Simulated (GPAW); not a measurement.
Input of a GPAW 26.7.0 run:

The input run.py:

```python
from ase.dft.bandgap import bandgap
from ase.io import read, write
from ase.units import GPa
from gpaw import GPAW, PW

atoms = read('CoO.cif')
atoms.set_initial_magnetic_moments([3.0, 0.0])

calc = GPAW(mode=PW(600),
            xc='MGGA_X_R2SCAN+MGGA_C_R2SCAN',
            kpts={'size': (9, 9, 9), 'gamma': True},
            occupations={'name': 'fermi-dirac', 'width': 0.05},
            nbands=17,
            maxiter=120,
            txt='gpaw.txt')
atoms.calc = calc
energy = atoms.get_potential_energy()
forces = atoms.get_forces()
stress = atoms.get_stress()
calc.write('gs.gpw')
write('result.traj', atoms)
print(f'Energy: {energy:.6f} eV')
print('Forces (eV/A):')
print(forces.round(4))
print('Stress (GPa):', (stress / GPa).round(3))
print('Moments:', calc.get_magnetic_moments().round(3))
print('Fermi level:', round(calc.get_fermi_level(), 4), 'eV')
print(f'Gap: {bandgap(calc)[0]:.4f} eV, direct: {bandgap(calc, direct=True)[0]:.4f} eV')
```

CoO.cif

```cif
data_CoO
_cell_length_a 2.99585737
_cell_length_b 2.99585737
_cell_length_c 2.99585737
_cell_angle_alpha 60.33333983
_cell_angle_beta 60.33333983
_cell_angle_gamma 60.33333983
_space_group_name_H-M_alt 'P1'
_space_group_name_Hall 'P 1'
_space_group_IT_number 1
loop_
_space_group_symop_operation_xyz
'x,y,z'
loop_
_atom_site_label
_atom_site_type_symbol
_atom_site_symmetry_multiplicity
_atom_site_Wyckoff_symbol
_atom_site_fract_x
_atom_site_fract_y
_atom_site_fract_z
_atom_site_occupancy
Co1 Co 1 a 0.0000000000 0.0000000000 0.0000000000 1
O1 O 1 a 0.5000000000 0.5000000000 0.5000000000 1
```

Potentials or basis: GPAW PAW data sets (gpaw-data 1.2.1), pw.

Launch:

```sh
$ OMP_NUM_THREADS=1 python run.py
```

**Question.** What does it give for the band gap on the k mesh?

**Answer.** None (metal or under the smearing width).

**Question.** Predict the pressure.

**Answer.** -8.0 GPa.

**Question.** Predict the site moments.

**Answer.** Co +2.64; O +0.23 μB.

Stress tensor (GPa, compression positive):
```
-8.88 -0.97 -0.69
-0.97 -7.77 -0.40
-0.69 -0.40 -7.49
```

Caveat: the cutoff is short for stress and forces, so pressures can be off by a GPa or more; the PAW data sets were made with another functional, which shifts forces and pressure a little; a cell with one magnetic atom can't hold antiferromagnetic order, which such compounds often take; semilocal functionals often make such compounds metallic where correlation or magnetic order opens a gap, which also shifts bond lengths. With open d or f shells a metallic result of r2SCAN can be an artefact of self-interaction; +U or a hybrid may open a gap.
